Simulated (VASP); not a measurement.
Mg2Sn: single point with HSE06

The system is Mg2Sn.

```
Mg Sn
1.0
     0.00000    3.37058    3.37058
     3.37058    0.00000    3.37058
     3.37058    3.37058    0.00000
Mg Sn
2 1
Direct
  0.25000 0.25000 0.25000
  0.75000 0.75000 0.75000
  0.00000 0.00000 0.00000
```

The cell is a database's computed one.

```
Program             : VASP 6.6.1
Task                : single point
Functional          : HSE06
Potentials or basis : VASP PAW PBE potentials, release 64 (Mg, Sn_d)
Cutoff              : 520 eV
k mesh              : 6 × 6 × 6
Occupations         : gaussian, width 0.1 eV
Spin                : no spin polarisation
```

* Pressure: 0.3 GPa
* Band gap on the k mesh: 0.19 eV, indirect (least direct gap 2.09 eV)

Levels at points of the mesh, in eV from the valence-band top:
| k point | band 6 | band 7 | band 8 | band 9 | band 10 | band 11 | band 12 | band 13 |
| --- | --- | --- | --- | --- | --- | --- | --- | --- |
| (0.00, 0.00, 0.00) | -10.20 | 0.00 | 0.00 | 0.00 | 2.09 | 2.62 | 2.62 | 2.62 |
| (0.50, 0.00, 0.00) | -8.73 | -5.40 | -0.93 | -0.93 | 1.18 | 2.69 | 2.69 | 4.58 |
| (0.50, 0.50, 0.00) | -8.12 | -5.14 | -2.36 | -2.36 | 0.19 | 0.48 | 8.12 | 8.12 |

Wall time 23 min on 1 thread of Intel(R) Xeon(R) Platinum 8375C CPU @ 2.90GHz (Ice Lake), on a shared host, peak memory 0.35 GiB.

Caveat: the PAW data sets were made with another functional, which shifts forces and pressure a little; spin-orbit coupling is left out, which moves the levels of the heavy elements. A k mesh can miss the band edges.
